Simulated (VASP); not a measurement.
# Re (Im-3m) in VASP: a series of runs

The runs below take Re through relaxation of cell and atoms, with LDA, PBEsol.

Everything below comes from runs of VASP 6.6.1. Logs are shortened: lines on timing, memory, paths and dates and some standing lists are left out, and cuts for length are marked.

## (1) Starting point

Symmetry: Im-3m, No. 229, cubic system. Conventional cell: a = 3.086 Å, b = 3.086 Å, c = 3.086 Å, α = 90.00°, β = 90.00°, γ = 90.00°. Re (site symmetry m-3m) is surrounded by 8 Re at 2.67 Å.

This isn't the form of Re at room conditions, which is hcp.

## (2) Relaxation of cell and atoms, LDA

Contents of INCAR:

```
  PREC = Accurate
  ENCUT = 600
  EDIFF = 1E-7
  ISMEAR = 0
  SIGMA = 0.1
  LREAL = False
  LASPH = True
  NELM = 60
  ALGO = Normal
  ISIF = 3
  LWAVE = False
  LCHARG = False
  IBRION = 2
  NSW = 90
  EDIFFG = -0.005
```

Contents of KPOINTS:

```
regular mesh
0
Gamma
  18 18 18
```

Contents of POSCAR:

```
Re
1.0
   -1.5431889800      1.5431889800      1.5431889800
    1.5431889800     -1.5431889800      1.5431889800
    1.5431889800      1.5431889800     -1.5431889800
Re
1
Direct
    0.0000000000      0.0000000000      0.0000000000
```

Potentials or basis: VASP PAW LDA potentials, release 64 (Re).

On the command line:

```sh
> cat potpaw_LDA.64/Re/POTCAR > POTCAR
> mpirun -np 1 vasp_std > vasp.out
```

OUTCAR:

```text
PREC = Accurate
   ENCUT = 600
   EDIFF = 1E-7
   ISMEAR = 0
   LREAL = False
   LASPH = True
   NELM = 60
   ISIF = 3
   IBRION = 2
   NSW = 90
   EDIFFG = -0.005

 ion  position               nearest neighbor table
   1  0.000  0.000  0.000-

  LATTYP: Found a body centered cubic cell.
 ALAT       =     3.0863779600

  Lattice vectors:

 A1 = (  -1.5431889800,   1.5431889800,   1.5431889800)
 A2 = (   1.5431889800,  -1.5431889800,   1.5431889800)
 A3 = (   1.5431889800,   1.5431889800,  -1.5431889800)

Analysis of symmetry for initial positions (statically):
=====================================================================
 Subroutine PRICEL returns:
 Original cell was already a primitive cell.

 Routine SETGRP: Setting up the symmetry group for a
 body centered cubic supercell.

 Subroutine GETGRP returns: Found 48 space group operations
 (whereof 48 operations were pure point group operations)
 out of a pool of 48 trial point group operations.

The static configuration has the point symmetry O_h .

Analysis of symmetry for dynamics (positions and initial velocities):
=====================================================================
 Subroutine PRICEL returns:
 Original cell was already a primitive cell.

 Routine SETGRP: Setting up the symmetry group for a
 body centered cubic supercell.

 Subroutine GETGRP returns: Found 48 space group operations
 (whereof 48 operations were pure point group operations)
 out of a pool of 48 trial point group operations.

The dynamic configuration has the point symmetry O_h .

 Subroutine INISYM returns: Found 48 space group operations
 (whereof 48 operations are pure point group operations),
 and found     1 'primitive' translations

----------------------------------------------------------------------------------------

                                     Primitive cell

  volume of cell :      14.7000

  direct lattice vectors                    reciprocal lattice vectors
    -1.543188980  1.543188980  1.543188980     0.000000000  0.324004387  0.324004387
     1.543188980 -1.543188980  1.543188980     0.324004387  0.000000000  0.324004387
     1.543188980  1.543188980 -1.543188980     0.324004387  0.324004387  0.000000000

  length of vectors
     2.672881719  2.672881719  2.672881719     0.458211399  0.458211399  0.458211399

  position of ions in fractional coordinates (direct lattice)
     0.000000000  0.000000000  0.000000000

  ion indices of the primitive-cell ions
   primitive index   ion index
                 1           1

----------------------------------------------------------------------------------------

 KPOINTS: regular mesh

Automatic generation of k-mesh.
 Grid dimensions read from file:
 generate k-points for:   18   18   18

 Generating k-lattice:

  Cartesian coordinates                     Fractional coordinates (reciprocal lattice)
     0.000000000  0.018000244  0.018000244     0.055555556  0.000000000  0.000000000
     0.018000244  0.000000000  0.018000244     0.000000000  0.055555556  0.000000000
     0.018000244  0.018000244  0.000000000     0.000000000  0.000000000  0.055555556

  Length of vectors
     0.025456189  0.025456189  0.025456189

  Shift w.r.t. Gamma in fractional coordinates (k-lattice)
     0.000000000  0.000000000  0.000000000

 Subroutine IBZKPT returns following result:
 ===========================================

 Found    195 irreducible k-points:

 Following reciprocal coordinates:
            Coordinates               Weight
  0.000000  0.000000  0.000000      1.000000
  0.055556  0.000000  0.000000     12.000000
  0.111111  0.000000  0.000000     12.000000
  0.166667  0.000000  0.000000     12.000000
  0.222222  0.000000  0.000000     12.000000
  0.277778  0.000000  0.000000     12.000000
[... 16 lines left out ...]
  0.333333  0.111111 -0.000000     48.000000
  0.388889  0.111111  0.000000     48.000000
 [... further k-points ...]
   k-points           NKPTS =    195   k-points in BZ     NKDIM =    195   number of bands    NBANDS=      7
   number of dos      NEDOS =    301   number of ions     NIONS =      1
   total plane-waves  NPLWV =  13824
   dimension x,y,z NGX =    24 NGY =   24 NGZ =   24
   dimension x,y,z NGXF=    48 NGYF=   48 NGZF=   48
   ions per type =               1
   NGX,Y,Z   is equivalent  to a cutoff of  14.93, 14.93, 14.93 a.u.
   NGXF,Y,Z  is equivalent  to a cutoff of  29.85, 29.85, 29.85 a.u.
 SYSTEM =  unknown system
   PREC   = accura    normal or accurate (medium, high low for compatibility)
   ISTART =      0    job   : 0-new  1-cont  2-samecut
   ICHARG =      2    charge: 1-file 2-atom 10-const
   ISPIN  =      1    spin polarized calculation?
   LNONCOLLINEAR =      F non collinear calculations
   LSORBIT =      F    spin-orbit coupling
   LASPH  =      T    aspherical Exc in radial PAW
   ENCUT  =  600.0 eV  44.10 Ry    6.64 a.u.   5.34  5.34  5.34*2*pi/ulx,y,z
   NELM   =     60;   NELMIN=  2; NELMDL= -5     # of ELM steps
   EDIFF  = 0.1E-06   stopping-criterion for ELM
   LREAL  =      F    real-space projection
   EDIFFG = -.5E-02   stopping-criterion for IOM
   NSW    =     90    number of steps for IOM
   IBRION =      2    ionic relax: 0-MD 1-quasi-New 2-CG
   NFREE  =      1    steps in history (QN), initial steepest desc. (CG)
   ISIF   =      3    stress and relaxation
   ISYM   =      2    0-nonsym 1-usesym 2-fastsym
   POTIM  = 0.5000    time-step for ionic-motion
   TEBEG  =    0.0;   TEEND  =   0.0 temperature during run
   PSTRESS=    0.0 pullay stress
   NELECT =       7.0000    total number of electrons
   NUPDOWN=      -1.0000    fix difference up-down
   EMIN   =  10.00;   EMAX   =-10.00  energy-range for DOS
   EFERMI =   0.00;   METHOD = LEGACY
   ISMEAR =     0;   SIGMA  =   0.10  broadening in eV -4-tet -1-fermi 0-gaus
   EFERMI_NEDOS =   21; number of points for ismear=-14 and -15
   IALGO  =     38    algorithm
   IMIX   =      4    mixing-type and parameters
     AMIX     =   0.40;   BMIX     =  1.00
     AMIX_MAG =   1.60;   BMIX_MAG =  1.00
  volume/ion in A,a.u.               =      14.70        99.20
  Fermi-wavevector in a.u.,A,eV,Ry     =   1.278405  2.415835 22.236258  1.634319
  Thomas-Fermi vector in A             =   2.410949
   LORBIT       =      0    0 simple, 1 ext, 2 COOP (PROOUT), +10 PAW based schemes
   GGA     = CA    functional components
   LHFCALC =     F    Hartree Fock is set to
   AEXX    =    0.0000 exact exchange contribution
   IVDW    =     0    specifies the selected vdW correction
   LEPSILON=     F    determine dielectric tensor
   LRPA    =     F    only Hartree local field effects (RPA)
 conjugate gradient relaxation of ions
 non-spin polarized calculation
 Gauss-broadening in eV      SIGMA  =   0.10
  energy-cutoff  :      600.00
  volume of cell :       14.70
 maximum number of plane-waves:       500
 NGX is ok and might be reduce to    24
   NGX = 11   NGY = 11   NGZ = 11

--------------------------------------- Ionic step        1  -------------------------------------------

 number of electron       7.0000000 magnetization

 Free energy of the ion-electron system (eV)
  ---------------------------------------------------
  ext. energy  EPLUGINS =         0.00000000
  ---------------------------------------------------
  free energy    TOTEN  =       -13.41845259 eV

  energy without entropy =      -13.41132518  energy(sigma->0) =      -13.41488888

------------------------ aborting loop because EDIFF is reached ----------------------------------------

  FORCE on cell =-STRESS in cart. coord.  units (eV):
  Direction    XX          YY          ZZ          XY          YZ          ZX
  --------------------------------------------------------------------------------------
  -------------------------------------------------------------------------------------
  Total       -0.4467652     -0.4467652     -0.4467652     -0.0000000     -0.0000000     -0.0000000
  in kB      -48.6936787    -48.6936787    -48.6936787     -0.0000000     -0.0000000     -0.0000000
  external PRESSURE =     -48.6936787 kB  Pullay stress =       0.0000000 kB
[... 90 lines left out ...]
  energy  without entropy=      -13.4143088509  energy(sigma->0) =      -13.41777960

--------------------------------------- Ionic step        4  -------------------------------------------

 number of electron       7.0000001 magnetization

 Free energy of the ion-electron system (eV)
  ---------------------------------------------------
  ext. energy  EPLUGINS =         0.00000000
  ---------------------------------------------------
  free energy    TOTEN  =       -13.42125208 eV

  energy without entropy =      -13.41431427  energy(sigma->0) =      -13.41778317

 E-fermi :   8.9895     XC(G=0): -13.9181

 val. band max:        8.9781515172   @ k =  -0.2222   0.2778   0.1111
 cond. band min:       8.9913524392   @ k =  -0.3333   0.5000   0.0556
 fundamental gap:      0.0132009220
 Fermi energy:         8.9894893503

 k-point     1 :       0.0000    0.0000    0.0000
  band No.  band energies     occupation
      1      -1.8601      2.00000
      2       6.1706      2.00000
      3       6.1706      2.00000
      4       6.1706      2.00000
      5       9.6928      0.00000
      6       9.6928      0.00000
      7      24.5855      0.00000
[... 221 lines left out ...]
 k-point    24 :       0.3889    0.1111    0.0000
  band No.  band energies     occupation
      1       1.7756      2.00000
      2       4.0381      2.00000
      3       7.4355      2.00000
      4       9.5076      0.00000
      5      10.8389      0.00000
      6      14.0937      0.00000
      7      19.3257      0.00000

 [... further k-points ...]
[... 5 lines left out ...]
  --------------------------------------------------------------------------------------
  -------------------------------------------------------------------------------------
  Total       -0.0027669     -0.0027669     -0.0027669     -0.0000000      0.0000000     -0.0000000
  in kB       -0.3053363     -0.3053363     -0.3053363     -0.0000000      0.0000000     -0.0000000
  external PRESSURE =      -0.3053363 kB  Pullay stress =       0.0000000 kB
[... 16 lines left out ...]
  FREE ENERGIE OF THE ION-ELECTRON SYSTEM (eV)
  ---------------------------------------------------
  free  energy   TOTEN  =       -13.4212520811 eV

  energy  without entropy=      -13.4143142685  energy(sigma->0) =      -13.41778317

 reached required accuracy - stopping structural energy minimisation
```

Wall time 40 s (1 thread of Intel Xeon Platinum 8375C at 2.90GHz (Ice Lake), shared host); peak memory 0.16 GiB.

What came out:

```
Free energy                            : -13.4213 eV
Relaxed volume                         : 14.52 Å³/atom
Relaxed cell                           : a = 2.662 Å, b = 2.662 Å, c = 2.662 Å, α = 109.47°, β = 109.47°, γ = 109.47°
Space group after relaxing (to 0.05 Å) : Im-3m (No. 229)
Energy gained by relaxing              : 2.8 meV/atom
Ionic steps                            : 4
Pressure after relaxing                : 0.0 GPa
Band gap on the k mesh                 : none (metal or under the smearing width)
```

The path:
```tsv
step	energy change (eV)	largest force (eV/Å)	pressure (GPa)	volume (Å³)
1	0.0000	0.0000	-4.87	14.70
2	0.0503	0.0000	23.89	13.77
3	-0.0028	0.0000	-0.11	14.52
4	-0.0028	0.0000	-0.03	14.52
```

Final structure:
```
Re
1.0
    -1.53681    1.53681    1.53681
     1.53681   -1.53681    1.53681
     1.53681    1.53681   -1.53681
Re
1
Direct
  0.00000 0.00000 0.00000
```

## (3) Relaxation of cell and atoms, PBEsol

INCAR, as its differences from that of step 2:

```diff
@@ -12,2 +12,3 @@
   LCHARG = False
+  GGA = PS
   IBRION = 2
```

Contents of KPOINTS:

```
regular mesh
0
Gamma
  6 6 6
```

POSCAR is that of step 2.

Potentials or basis: VASP PAW PBE potentials, release 64 (Re).

On the command line:

```sh
> cat potpaw_PBE.64/Re/POTCAR > POTCAR
> mpirun -np 1 vasp_std > vasp.out
```

It took 11 s on 1 thread of Intel Xeon Platinum 8375C at 2.90GHz (Ice Lake), shared host; peak memory 0.14 GiB.

It converged, with:

| Quantity | Value |
| --- | --- |
| Free energy | -12.9498 eV |
| Relaxed volume | 14.72 Å³/atom |
| Relaxed cell | a = 2.674 Å, b = 2.674 Å, c = 2.674 Å, α = 109.47°, β = 109.47°, γ = 109.47° |
| Space group after relaxing (to 0.05 Å) | Im-3m (No. 229) |
| Energy gained by relaxing | 0.0 meV/atom |
| Ionic steps | 3 |
| Pressure after relaxing | 0.0 GPa |
| Band gap on the k mesh | none (metal or under the smearing width) |

Final structure:
```
Re
1.0
    -1.54397    1.54397    1.54397
     1.54397   -1.54397    1.54397
     1.54397    1.54397   -1.54397
Re
1
Direct
  0.00000 0.00000 0.00000
```

Levels at points of the mesh, in eV from the Fermi level:
| k point | band 1 | band 2 | band 3 | band 4 | band 5 | band 6 |
| --- | --- | --- | --- | --- | --- | --- |
| (0.00, 0.00, 0.00) | -10.99 | -2.90 | -2.90 | -2.90 | 0.58 | 0.58 |
| (0.50, 0.00, 0.00) | -7.73 | -5.17 | -0.20 | 0.47 | 1.37 | 4.36 |
| (0.50, 0.50, 0.50) | -7.34 | -7.34 | 3.41 | 3.41 | 3.41 | 7.81 |

Caveat: the k mesh is coarse (spacing up to 0.48 Å⁻¹), so the values aren't converged; the PAW data sets were made with another functional, which shifts forces and pressure a little.
